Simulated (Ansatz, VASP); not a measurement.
## SiO2: VASP beside Ansatz

File INCAR:

```
ALGO = Normal
EDIFF = 1E-6
ENCUT = 520
ISIF = 2
ISMEAR = 0
LASPH = T
LCHARG = F
LREAL = F
LWAVE = F
NBANDS = 25
NELM = 80
PREC = Accurate
SIGMA = 0.05
```

KPOINTS

```
k-points
0
Gamma
  6 6 8
```

POSCAR

```
SiO2
1.0
    4.1302000000      0.0000000000      0.0000000000
    0.0000000000      4.1302000000      0.0000000000
    0.0000000000      0.0000000000      2.5336000000
Si O
2 4
Direct
    0.5000000000      0.5000000000      0.5000000000
    0.0000000000      0.0000000000      0.0000000000
    0.6944252994      0.6944252994      0.0000000000
    0.1944252994      0.8055747006      0.5000000000
    0.3055747006      0.3055747006      0.0000000000
    0.8055747006      0.1944252994      0.5000000000
```

Input for Ansatz:

```yaml
crystal:
  lattice:
    - [4.1302, 0.0, 0.0]
    - [0.0, 4.1302, 0.0]
    - [0.0, 0.0, 2.5336]
  atoms:
    - { symbol: Si, position: [0.5, 0.5, 0.5] }
    - { symbol: Si, position: [0.0, 0.0, 0.0] }
    - { symbol: O, position: [0.6944252994, 0.6944252994, 0.0] }
    - { symbol: O, position: [0.1944252994, 0.8055747006, 0.5] }
    - { symbol: O, position: [0.3055747006, 0.3055747006, 0.0] }
    - { symbol: O, position: [0.8055747006, 0.1944252994, 0.5] }
basis:
  ecutwfc: 520.0
kpoints:
  mp_grid: { grid: [6, 6, 8] }
hamiltonian:
  xc: lda
  pseudopotentials: { kind: paw, azcp: { folder: soft_1 } }
scf:
  occupations: { method: gaussian, width: 0.05 }
output:
  forces: true
  stress: true
  eigenvalues: true
  write_density: true
  write_potential: true
  elf: true
  volumetric_format: npy
```

Alike in both runs: task single point; functional LDA; k mesh 6 × 6 × 8; occupations gaussian, width 0.05 eV; no spin polarisation.

|  | VASP | Ansatz |
| --- | --- | --- |
| version | VASP 6.6.1 | Ansatz 0.2.0 |
| potentials or method | VASP PAW LDA potentials, release 64 (Si, O) | scalar-relativistic, plane waves, PAW |
| plane-wave cutoff (eV) | 520 | 520 |
| valence electrons in the cell | 32 | 32 |

```csv
,VASP,Ansatz,Ansatz less VASP
gap on the k mesh at the Fermi level (eV),7.10,7.10,-0.001
least direct gap on the mesh (eV),7.10,7.10,-0.001
pressure (GPa),27.5,26.2,-1.35
largest component of the traceless stress (GPa),20.88,19.90,-0.977
rms of the force components (eV/Å),0.168,0.140,-0.0282
```

Atom by atom the forces differ by 0.028 eV/Å (rms over components). Ansatz warned: «pseudo_functional_mismatch».

Caveats: so large a pressure means that the cell lies far from this level's equilibrium, or that cutoff or potentials fall short (VASP). As with any semilocal functional, this LDA gap is likely too small. A k mesh can miss the band edges.
